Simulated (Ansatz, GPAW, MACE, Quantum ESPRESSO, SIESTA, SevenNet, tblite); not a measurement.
**Running generalised stacking fault on (110) of a LiCl-LiBr solid solution (56 atoms) with GPAW**

Wanted: GPAW inputs and outputs for generalised stacking fault on (110) of a LiCl-LiBr solid solution (56 atoms), checked against a plane-wave reference.

Calculated with GPAW 26.7.0; the method is named at each step.

## Step 1: The structure

The cell holds 56 atoms: 28 Li, 10 Br and 18 Cl. Cell: a = 7.448 Å, b = 5.266 Å, c = 26.274 Å, α = 90.0°, β = 88.6°, γ = 90.0°. Rock-salt LiCl lattice (a = 5.2663 Å, the value set for the mixture), cell with z along [110], 2 x 1 x 7 periods; the third cell vector is tilted by 0.167 of 1/2[1-10] and lengthened by 0.2 Å, so the cell holds one fault; displaced by a Gaussian of 0.01 Å; 10 of 28 Cl sites given to Br at random (lattice constant by Vegard's rule between LiCl and LiBr). Then every atom was moved at random, 0.02 Å r.m.s. a Cartesian component. The structure's axis is c.

The yardstick, on the same geometry:

| Item | Value |
| --- | --- |
| method | Kohn-Sham DFT, PBE, PAW, plane waves (Ansatz 0.2.0); cutoff 420 eV, Γ point, fermi-dirac smearing of 0.05 eV; PAW set soft_2 |
| r.m.s. force component | 0.1316 eV/Å |
| longest force | 0.667 eV/Å |
| pressure | -0.1118 GPa |
| gap (highest filled to lowest empty level) | 5.407 eV |
| SCF cycles | 6 |
| time | 7.1 s on 4 threads of Arm Neoverse V1, shared host |
| CPU time | 26 s |

## Step 2: PBE, LCAO dzp, h 0.2 Å

Method: Kohn-Sham DFT, PBE, PAW, atomic orbitals (dzp).

File run.py:

```python
import numpy as np
from ase.io import read
from gpaw import GPAW, FermiDirac

atoms = read("structure.xyz")
atoms.calc = GPAW(
    mode="lcao",
    basis="dzp",
    h=0.2,
    xc="PBE",
    kpts={"size": (1, 1, 1), "gamma": True},
    occupations=FermiDirac(0.05),
    maxiter=200,
    symmetry={"point_group": False},
    txt="gpaw.txt",
)
energy = atoms.get_potential_energy(force_consistent=True)
forces = atoms.get_forces()
print(f"energy {energy:.6f} eV")
print("forces (eV/A)")
for i, (a, f) in enumerate(zip(atoms, forces)):
    print(f"{i:4d} {a.symbol:2s} {f[0]:10.5f} {f[1]:10.5f} {f[2]:10.5f}")
print(f"Fermi level {atoms.calc.get_fermi_level():.4f} eV")
for k in range(len(atoms.calc.get_ibz_k_points())):
    for s in range(atoms.calc.get_number_of_spins()):
        e = atoms.calc.get_eigenvalues(kpt=k, spin=s)
        n = np.searchsorted(e, atoms.calc.get_fermi_level())
        print(f"k {k} spin {s} levels about the Fermi level:", np.round(e[max(n - 6, 0):n], 4).tolist(), "|", np.round(e[n:n + 6], 4).tolist())
```

File structure.xyz:

```xyz
56
Lattice="7.44767 0.00000 0.00000 0.00000 5.26630 0.00000 0.62061 0.00000 26.26686" Properties=species:S:1:pos:R:3 pbc="T T T"
Li 7.46790 0.00300 26.09875
Br 5.59699 0.02738 1.86889
Li 7.46002 5.25503 3.71912
Cl 5.57460 0.01659 5.58013
Li 7.46303 0.01459 7.45874
Cl 5.57128 5.26045 9.32001
Li 7.46511 5.26319 11.21595
Cl 5.58066 5.25040 13.00472
Li 7.47809 0.02738 14.85759
Cl 5.59270 0.02054 16.74512
Li 7.48391 5.24213 18.61874
Cl 5.58922 0.01748 20.51915
Li 7.42742 0.02238 22.33340
Cl 5.58316 5.26398 24.15894
Li 3.73397 0.00848 26.07826
Br 1.90308 0.02960 1.86206
Li 3.71184 0.01922 3.69417
Cl 1.84849 0.01611 5.59432
Li 3.70976 5.23823 7.45191
Br 1.85600 5.25198 9.30057
Li 3.70498 0.00032 11.16447
Cl 1.88473 5.25603 13.02258
Li 3.75880 5.25108 14.88307
Cl 1.87156 0.02164 16.76798
Li 3.71758 0.01754 18.61060
Cl 1.87336 0.00174 20.46582
Li 3.67774 5.26267 22.30818
Cl 1.83518 5.22733 24.20228
Li 1.82869 2.70488 1.85628
Cl 7.48238 2.60982 3.67578
Li 1.86096 2.65021 5.59248
Cl 7.44886 2.64942 7.40437
Li 1.84647 2.63194 9.26616
Br 7.42608 2.61366 11.16236
Li 1.90650 2.63605 13.00787
Cl 7.45946 2.61208 14.86363
Li 1.86696 2.62536 16.73409
Cl 7.43215 2.64579 18.60587
Li 1.87335 2.61577 20.44980
Cl 7.46004 2.62325 22.32079
Li 1.82357 2.63225 24.19624
Cl 7.46582 2.62278 26.05489
Li 5.60487 2.64310 1.87151
Br 3.69860 2.61182 3.72648
Li 5.60225 2.64721 5.58722
Br 3.72649 2.63541 7.40016
Li 5.56627 2.64916 9.32526
Br 3.72157 2.63857 11.15422
Li 5.57017 2.60382 13.04622
Cl 3.68632 2.61456 14.88858
Li 5.60694 2.61998 16.76482
Br 3.71156 2.60492 18.60797
Li 5.56327 2.65653 20.46425
Br 3.69865 2.62256 22.32000
Li 5.60026 2.66554 24.21437
Br 3.72574 2.59560 26.08299
```

Command:

```
$ OMP_NUM_THREADS=1 python run.py > output.txt
```

The log of the run:

```text
energy -192.532358 eV
forces (eV/A)
   0 Li    0.30219   -0.01091   -0.74033
   1 Br   -0.27622   -0.10934    0.30025
   2 Li    0.00783    0.00932    0.21874
   3 Cl    0.03796   -0.03535    0.05773
   4 Li   -0.22175   -0.00583   -0.23765
   5 Cl    0.02705    0.02190   -0.03732
   6 Li   -0.19008   -0.03402    0.05885
   7 Cl    0.02600    0.02796    0.08017
   8 Li   -0.02370   -0.02247    0.05159
   9 Cl    0.03140   -0.06501   -0.00761
  10 Li   -0.06385    0.02754    0.01217
  11 Cl   -0.03930   -0.03308   -0.13027
  12 Li    0.02045   -0.02344    0.02300
  13 Cl   -0.02817    0.00381    0.20875
  14 Li    0.33064   -0.09308   -0.74628
  15 Br   -0.53984   -0.04452    0.34216
  16 Li    0.03303   -0.08140    0.32895
  17 Cl    0.00491   -0.03461    0.01984
  18 Li    0.20110    0.07008   -0.21799
  19 Br   -0.03890    0.05699    0.01872
  20 Li    0.20168    0.00583    0.12037
  21 Cl   -0.03260    0.00789    0.06100
  22 Li   -0.04831    0.01632    0.03896
  23 Cl   -0.01251   -0.06130   -0.05693
[...]
48 Li    0.02320    0.01243    0.24197
  49 Cl    0.13828    0.02702   -0.01859
  50 Li    0.13598    0.00737   -0.14691
  51 Br    0.03665    0.15130   -0.11075
  52 Li    0.34837   -0.01791    0.09398
  53 Br    0.06964    0.02809    0.08005
  54 Li    0.26071   -0.02405   -0.01925
  55 Br    0.33509    0.15330   -0.33088
Fermi level 3.6960 eV
k 0 spin 0 levels about the Fermi level: [0.8256, 0.8567, 0.8926, 0.9266, 0.9309, 1.1308] | [6.4847, 6.9184, 6.9916, 7.8855, 7.9013, 7.9315]
```

gpaw.txt:

```text
Input parameters:
  mode=LCAO(),
  basis={'default': 'dzp'},
  h=0.2,
  kpts=MonkhorstPack(size=(1, 1, 1), gamma=True),
  maxiter=200,
  occupations=Occupations(name='fermi-dirac', width=0.05, fixmagmom=False),
  symmetry=Symmetry(point_group=False),
  xc=XC(name='PBE')
Unit cell  # Å
| periodic |        x |        y |         z |   lengths |    angles |
|----------|----------|----------|-----------|-----------|-----------|
|      yes | 7.447670 | 0.000000 |  0.000000 |  7.447670 | 90.000000 |
|      yes | 0.000000 | 5.266300 |  0.000000 |  5.266300 | 88.646518 |
|      yes | 0.620610 | 0.000000 | 26.266860 | 26.274191 | 90.000000 |
Number of symmetries: 1
Symmetry operations  # r_c * U_cc + t_c -> r_c
|   | kind |            matrix            |
|---|------|------------------------------|
| 0 |  E   |  1, 0, 0,  0, 1, 0,  0, 0, 1 |
BZ-sampling:
  Number of BZ points: 1
  Number of IBZ points: 1
  Monkhorst-Pack size: [1, 1, 1]
  Monkhorst-Pack shift: [0, 0, 0]
[... lines left out ...]
        l=2, rc=6.2656 Bohr: d-type Gaussian polarization
      Number of RI-basis functions 0
Reference energy: -940689.625382  # eV
eigensolver:
density mixing:
  MSR1-Mixer
occupation numbers:
  Fermi-Dirac:
    width: 0.0500  # eV
FastPoissonSolver using
    Stencil: 8*3+1=25 point O(h^6) finite-difference Laplacian
xc functional:
  name: PBE with 2 nearest neighbor stencil
interpolation: tri-quintic # 5. degree polynomial
Initialization done in: 7.049 s
convergence criteria:
- Maximum [total energy] change in last 3 cyles: 0.0005 eV / valence electron
- Maximum integral of absolute [dens]ity change: 0.0001 electrons / valence electron
- Maximum integral of absolute [eigenst]ate change: 4e-08 eV^2 / valence electron
maximum number of iterations: 200
SCF iterations
|iter     |      energy | eigst |  dens |
|---------|-------------|-------|-------|
|iter:   1| -192.059417 |      c|       |
|iter:   2| -192.068181 |      c| -1.37 |
|iter:   3| -192.465232 |      c| -1.40 |
|iter:   4| -192.531469 |      c| -1.95 |
|iter:   5| -192.532402c|      c| -2.76 |
|iter:   6| -192.532364c|      c| -3.67 |
|iter:   7| -192.532358c|      c| -4.12c|
Converged in 7 steps
SCF loop duration: 42.977 s (6.140 s/step)
Energy contributions relative to reference atoms: (reference = -940689.625382)
Energy contributions:
  Kinetic:         335.747478
  Coulomb:        -332.493421
  Zero:              1.910000
  External:          0.000000
  Xc:             -197.696415
  Entropy:          -0.000000
  Spinorbit:         0.000000
  ----------------------------
  Free energy:    -192.532358
  Extrapolated:   -192.532358
dipole moment: (131.488249, -44.806689, 173.113399)  # |e|*Ang
Fermi level: 3.696
Eigenvalues  # (at kpt = [0.000, 0.000, 0.000])
| band index |      eig [eV] | occ [0-2] |
|------------|---------------|-----------|
|          0 |       -12.677 |     2.000 |
|        ... |               |           |
|        104 |         0.719 |     2.000 |
|        105 |         0.728 |     2.000 |
[...]
|        119 |         8.056 |     0.000 |
|        ... |               |           |
|        138 |         9.403 |     0.000 |
Gap: 5.354 eV
Transition (v -> c):
  (s=0, k=0, n=111, [0.00, 0.00, 0.00]) -> (s=0, k=0, n=112, [0.00, 0.00, 0.00])
No difference between direct/indirect transitions
Force computation time: 13.953  # s
timing:  # [seconds]
  Total:  64.011  # ━━━━━━━━━━━━━━━━━━━━━━━━━━━━━━━━━━━━━━━━━━━━━━━━━━━━━━━━━
  Init:    7.048  # ━━━━━━╸
  SCF:    42.977  # ━━━━━━━━━━━━━━━━━━━━━━━━━━━━━━━━━━━━━━╸
  Forces: 13.953  # ━━━━━━━━━━━━╸
```

The job ended after 66 s (1 thread of Arm Neoverse V1, shared host; peak memory 1 GiB).

Banners, paths, timers and routine set-up lines are dropped from the logs unmarked, and long logs keep their key lines alone; longer cuts are marked.

Against the reference:

* r.m.s. force component: 0.1596 eV/Å
* r.m.s. difference of force components: 31.28 meV/Å
* longest difference of force vectors: 156.5 meV/Å
* force difference over r.m.s. force: 23.77 %
* slope of forces against the reference's: 1.207
* correlation of force components: 0.9954
* gap (highest filled to lowest empty level): 5.354 eV
* gap difference: -0.053 eV

This run lies far from the reference in forces at the same functional. Basis and potentials both differ; the latter hold 224 valence electrons against the reference's 280.

Length of the force difference by element (eV/Å):

```tsv
element	atoms	mean	most
Br	10	0.050	0.12
Cl	18	0.029	0.048
Li	28	0.050	0.16
```

Levels nearest the highest filled one (eV from it): -0.31, -0.27, -0.24, -0.20, -0.20, 0.00, 5.35, 5.79, 5.86, 6.75, 6.77, 6.80.

Local excerpt of 9 atoms (numbers count through the whole input) about Li15, which bears the longest force; x, y, z are measured from there.

```tsv
atom	x	y	z	distance (Å)	bonds	Fx	Fy	Fz (eV/Å)
Li15	0.00	0.00	0.00	0.00	5	0.331	-0.093	-0.746
Br16	-1.21	0.02	2.05	2.38	5	-0.540	-0.045	0.342
Br56	-0.01	2.59	0.00	2.59	5	0.335	0.153	-0.331
Cl14	1.85	-0.01	-1.92	2.67	6	-0.028	0.004	0.209
Cl28	-1.90	-0.05	-1.88	2.67	6	-0.001	0.073	0.079
Br56	-0.01	-2.68	0.00	2.68	5	0.335	0.153	-0.331
Br2	2.48	0.02	2.06	3.23	5	-0.276	-0.109	0.300
Li29	-1.28	-2.57	2.04	3.53	5	-0.374	-0.081	0.438
Li29	-1.28	2.70	2.04	3.62	5	-0.374	-0.081	0.438
```

Atoms are counted from 1 here, from 0 in the log.

Forces lie 24 % from the reference's, at 2.5 times its CPU time (on 1 against 4 cores).

## Step 3: PBE, LCAO dzp, h 0.2 Å, other mixer settings

Method: Kohn-Sham DFT, PBE, PAW, atomic orbitals (dzp).

Changes to run.py since step 2:

```diff
@@ -2,3 +2,3 @@
 from ase.io import read
-from gpaw import GPAW, FermiDirac
+from gpaw import GPAW, FermiDirac, Mixer
 
@@ -12,2 +12,3 @@
     occupations=FermiDirac(0.05),
+    mixer=Mixer(0.03, 7, 100),
     maxiter=200,
```

structure.xyz is that of step 2.

The log of the run:

```text
energy -192.532357 eV
forces (eV/A)
   0 Li    0.30211   -0.01092   -0.74024
   1 Br   -0.27547   -0.10917    0.29882
   2 Li    0.00782    0.00931    0.21861
   3 Cl    0.03724   -0.03526    0.05660
   4 Li   -0.22167   -0.00584   -0.23757
   5 Cl    0.02641    0.02153   -0.03513
   6 Li   -0.18997   -0.03402    0.05885
   7 Cl    0.02623    0.02811    0.08110
   8 Li   -0.02372   -0.02249    0.05162
   9 Cl    0.03090   -0.06453   -0.00619
  10 Li   -0.06385    0.02756    0.01219
  11 Cl   -0.03973   -0.03319   -0.12952
  12 Li    0.02048   -0.02347    0.02298
  13 Cl   -0.02874    0.00325    0.20756
  14 Li    0.33058   -0.09309   -0.74619
  15 Br   -0.53815   -0.04484    0.34067
  16 Li    0.03306   -0.08141    0.32882
  17 Cl    0.00530   -0.03455    0.01866
  18 Li    0.20103    0.07008   -0.21792
  19 Br   -0.03882    0.05694    0.02001
  20 Li    0.20158    0.00582    0.12038
  21 Cl   -0.03280    0.00754    0.06160
  22 Li   -0.04830    0.01632    0.03898
  23 Cl   -0.01221   -0.06094   -0.05503
[...]
48 Li    0.02320    0.01243    0.24188
  49 Cl    0.13770    0.02713   -0.01752
  50 Li    0.13591    0.00739   -0.14683
  51 Br    0.03673    0.15102   -0.11005
  52 Li    0.34822   -0.01792    0.09396
  53 Br    0.06962    0.02810    0.07967
  54 Li    0.26056   -0.02408   -0.01931
  55 Br    0.33423    0.15310   -0.33224
Fermi level 3.6960 eV
k 0 spin 0 levels about the Fermi level: [0.8259, 0.8567, 0.8922, 0.9268, 0.9308, 1.1307] | [6.4846, 6.9183, 6.9915, 7.8854, 7.9009, 7.9314]
```

gpaw.txt:

```text
Input parameters:
  mode=LCAO(),
  basis={'default': 'dzp'},
  h=0.2,
  kpts=MonkhorstPack(size=(1, 1, 1), gamma=True),
  maxiter=200,
  mixer=Pulay(name='pulay', nmaxold=7, beta=0.03, weight=100, sigma=0.015, g_ss=None),
  occupations=Occupations(name='fermi-dirac', width=0.05, fixmagmom=False),
  symmetry=Symmetry(point_group=False),
  xc=XC(name='PBE')
Unit cell  # Å
[... lines left out ...]
  Fermi-Dirac:
[... lines left out ...]
convergence criteria:
- Maximum [total energy] change in last 3 cyles: 0.0005 eV / valence electron
[... lines left out ...]
Converged in 11 steps
[... lines left out ...]
  Free energy:    -192.532357
  Extrapolated:   -192.532357
dipole moment: (131.488349, -44.806627, 173.113095)  # |e|*Ang
Fermi level: 3.696
Eigenvalues  # (at kpt = [0.000, 0.000, 0.000])
| band index |      eig [eV] | occ [0-2] |
|------------|---------------|-----------|
|          0 |       -12.678 |     2.000 |
|        ... |               |           |
|        104 |         0.718 |     2.000 |
|        105 |         0.728 |     2.000 |
[...]
|        119 |         8.056 |     0.000 |
|        ... |               |           |
|        138 |         9.403 |     0.000 |
Gap: 5.354 eV
Transition (v -> c):
  (s=0, k=0, n=111, [0.00, 0.00, 0.00]) -> (s=0, k=0, n=112, [0.00, 0.00, 0.00])
No difference between direct/indirect transitions
Force computation time: 13.509  # s
timing:  # [seconds]
  Total:  88.820  # ━━━━━━━━━━━━━━━━━━━━━━━━━━━━━━━━━━━━━━━━━━━━━━━━━━━━━━━━━
  Init:    6.991  # ━━━━╸
  SCF:    68.294  # ━━━━━━━━━━━━━━━━━━━━━━━━━━━━━━━━━━━━━━━━━━━━
  Forces: 13.509  # ━━━━━━━━╸
```

Run time: 90 s. Hardware: 1 thread; peak memory 0.95 GiB.

Numbers from this run, and their distance from the reference:

```yaml
r_m_s_force_component: 0.1594 eV/Å
r_m_s_difference_of_force_components: 31.16 meV/Å
longest_difference_of_force_vectors: 156.4 meV/Å
force_difference_over_r_m_s_force: 23.68 %
slope_of_forces_against_the_reference_s: 1.206
correlation_of_force_components: 0.9954
spacing_of_highest_filled_and_lowest_empty_level: 5.354 eV
gap_difference: -0.053 eV
energy_less_the_same_level_run_s: 0 meV/atom
r_m_s_force_difference_from_the_same_level_run: 0.685 meV/Å
```

This run lies far from the reference in forces at the same functional. Basis and potentials both differ; the latter hold 224 valence electrons against the reference's 280.

Against the first run (24 %), the force difference from the reference is 24 %, at 1.4 times the CPU time (11 SCF steps against 7): another solver or mixer reaches the same state.

## Step 4: PBE, LCAO sz(dzp), h 0.2 Å

Method: Kohn-Sham DFT, PBE, PAW, atomic orbitals (sz(dzp)).

Changes to run.py since step 3:

```diff
@@ -2,3 +2,3 @@
 from ase.io import read
-from gpaw import GPAW, FermiDirac, Mixer
+from gpaw import GPAW, FermiDirac
 
@@ -7,3 +7,3 @@
     mode="lcao",
-    basis="dzp",
+    basis="sz(dzp)",
     h=0.2,
@@ -12,3 +12,2 @@
     occupations=FermiDirac(0.05),
-    mixer=Mixer(0.03, 7, 100),
     maxiter=200,
```

structure.xyz is that of step 3.

The log of the run:

```text
energy -156.533102 eV
forces (eV/A)
   0 Li    0.33878    0.01964   -0.73799
   1 Br   -0.18950   -0.14718    0.21979
   2 Li    0.01320    0.06051    0.21325
   3 Cl    0.08522   -0.05586    0.06965
   4 Li   -0.24273    0.00481   -0.21488
   5 Cl    0.04601    0.01663   -0.06964
   6 Li   -0.21678   -0.03400    0.03943
   7 Cl    0.04399    0.03470    0.15540
   8 Li   -0.00391   -0.02751    0.05534
   9 Cl    0.04800   -0.07308   -0.04201
  10 Li   -0.06345    0.02118    0.01143
  11 Cl    0.00412   -0.05399   -0.15613
[...]
51 Br    0.04161    0.17097   -0.12599
  52 Li    0.37389   -0.02570    0.09955
  53 Br    0.08925    0.03150    0.07529
  54 Li    0.24963   -0.02560    0.00039
  55 Br    0.34571    0.18034   -0.38187
Fermi level 3.7575 eV
k 0 spin 0 levels about the Fermi level: [2.1403, 2.1481, 2.1636, 2.2578, 2.331, 2.3594] | [6.9917, 7.5614, 7.647, 8.8764, 8.9276, 9.2373]
```

gpaw.txt:

```text
Input parameters:
  mode=LCAO(),
  basis={'default': 'sz(dzp)'},
  h=0.2,
  kpts=MonkhorstPack(size=(1, 1, 1), gamma=True),
  maxiter=200,
  occupations=Occupations(name='fermi-dirac', width=0.05, fixmagmom=False),
  symmetry=Symmetry(point_group=False),
  xc=XC(name='PBE')
[... lines left out ...]
  Fermi-Dirac:
[... lines left out ...]
convergence criteria:
- Maximum [total energy] change in last 3 cyles: 0.0005 eV / valence electron
[... lines left out ...]
Converged in 8 steps
[... lines left out ...]
  Free energy:    -156.533102
[... lines left out ...]
Fermi level: 3.758
[... lines left out ...]
|          0 |       -11.351 |     2.000 |
|        ... |               |           |
|        104 |         2.081 |     2.000 |
|        105 |         2.124 |     2.000 |
[...]
|        119 |         9.637 |     0.000 |
|        ... |               |           |
|        138 |        12.033 |     0.000 |
Gap: 4.632 eV
Transition (v -> c):
  (s=0, k=0, n=111, [0.00, 0.00, 0.00]) -> (s=0, k=0, n=112, [0.00, 0.00, 0.00])
No difference between direct/indirect transitions
Force computation time: 3.215  # s
timing:  # [seconds]
  Total:  24.297  # ━━━━━━━━━━━━━━━━━━━━━━━━━━━━━━━━━━━━━━━━━━━━━━━━━━━━━━━━━
  Init:    6.387  # ━━━━━━━━━━━━━━━
  SCF:    14.669  # ━━━━━━━━━━━━━━━━━━━━━━━━━━━━━━━━━━╸
  Forces:  3.215  # ━━━━━━━╸
```

The job ended after 26 s (1 thread; peak memory 0.8 GiB).

Compared with the plane-wave run:

| Property | Result |
| --- | --- |
| r.m.s. force component | 0.1657 eV/Å |
| r.m.s. difference of force components | 39.55 meV/Å |
| longest difference of force vectors | 176.9 meV/Å |
| force difference over r.m.s. force | 30.06 % |
| slope of forces against the reference's | 1.248 |
| correlation of force components | 0.9909 |
| gap (highest filled to lowest empty level) | 4.632 eV |
| gap difference | -0.7746 eV |

This is a coarse setting, run to see what it loses.

Against the first run (24 %), the force difference from the reference is 30 %, at 0.39 times the CPU time, with 140 basis functions against 504: the smaller basis costs accuracy.

(Part 1 of 2 ends here.)

[Also dropped from logs without a mark: logging warnings of Python, and SIESTA's first energy breakdown and zero terms.]

[Logs are printed without paths, hosts, clocks, repeated set-up lines and the standing remarks that a program may print on its own settings, such as how far it seeks lower states.]

[Hosts, paths, dates, database ids (printed as entryN), source tags and the programs' standing remarks are cut or masked in the printed files.]
